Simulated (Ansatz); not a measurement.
Crystal: SnO2 (Cassiterite).

```
Sn O
1.0
     4.73800    0.00000    0.00000
     0.00000    4.73800    0.00000
     0.00000    0.00000    3.18650
Sn O
2 4
Cartesian
  2.3690 2.3690 1.5933
  0.0000 0.0000 0.0000
  3.8240 0.9140 1.5933
  3.2830 3.2830 0.0000
  0.9140 3.8240 1.5933
  1.4550 1.4550 0.0000
```

Base run:

- Program: Ansatz 0.2.0
- Functional: PBE
- Potentials or basis: Ansatz PAW
- Cutoff: 420 eV (not typed: the program's choice for these potentials)
- k mesh: 6 × 6 × 8
- Occupations: fermi-dirac, width 0.05 eV
- Spin: no spin polarisation

Its results: band gap on the k mesh 1.28 eV, direct; pressure 11.1 GPa; largest force 0.275 eV/Å.

Problem. The run is repeated on the same cell with these changes: functional from PBE to LDA. What comes out?

Solution. Band gap on the k mesh 1.13 eV, direct; pressure -0.7 GPa; largest force 0.155 eV/Å.

LDA binds more tightly than PBE, so the same cell stands under less pressure.

Caveats: spin-orbit coupling is left out, which moves the levels of the heavy elements; the PAW data sets come from PBE, with cores solved anew for the run's functional, which leaves a small shift of forces and pressure (some runs).
